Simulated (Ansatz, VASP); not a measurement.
Si in VASP and in Ansatz

Contents of INCAR:

```
PREC = Accurate
ENCUT = 520
EDIFF = 1E-6
ISMEAR = 1
SIGMA = 1.0
LREAL = False
LASPH = True
NELM = 100
ALGO = Normal
ISIF = 2
LWAVE = False
LCHARG = False
NBANDS = 11
```

File KPOINTS:

```
regular mesh
0
Gamma
  10 10 10
```

The input POSCAR:

```
Si
1.0
    0.0000000000      2.7016643793      2.7016643793
    2.7016643793      0.0000000000      2.7016643793
    2.7016643793      2.7016643793      0.0000000000
Si
2
Direct
    0.5000000000      0.5000000000      0.5000000000
    0.7500000000      0.7500000000      0.7500000000
```

Input for Ansatz:

```yaml
crystal:
  lattice:
    - [0.0, 2.7016643793, 2.7016643793]
    - [2.7016643793, 0.0, 2.7016643793]
    - [2.7016643793, 2.7016643793, 0.0]
  atoms:
    - { symbol: Si, position: [0.5, 0.5, 0.5] }
    - { symbol: Si, position: [0.75, 0.75, 0.75] }
hamiltonian:
  xc: lda
  pseudopotentials:
    kind: paw
    azcp:
      Si: "pseudopotentials/Si.paw.azcp"
basis:
  ecutwfc: 420
  fft_grid_basis: typed
kpoints:
  mp_grid: { grid: [10, 10, 10], shift: [0, 0, 0] }
magnetization:
  spin_polarized: false
scf:
  occupations: { method: methfessel_paxton, width: 1.0 }
  lower_state_search: "off"
output:
  stress: true
  write_density: true
  write_potential: true
  elf: true
  volumetric_format: npy
```

Alike in both runs: task single point; functional LDA; k mesh 10 × 10 × 10; occupations methfessel-paxton of order 1, width 1 eV; no spin polarisation.

```csv
,VASP,Ansatz
version,VASP 6.6.1,Ansatz 0.2.0
potentials or method,"VASP PAW LDA potentials, release 64 (Si)","plane waves (420 eV) with PAW, scalar-relativistic"
plane-wave cutoff (eV),520,420
valence electrons in the cell,8,8
```

|  | VASP | Ansatz | Ansatz less VASP |
| --- | --- | --- | --- |
| pressure (GPa) | -0.2 | -0.3 | -0.05 |

Ansatz warned: «pseudo_functional_mismatch».
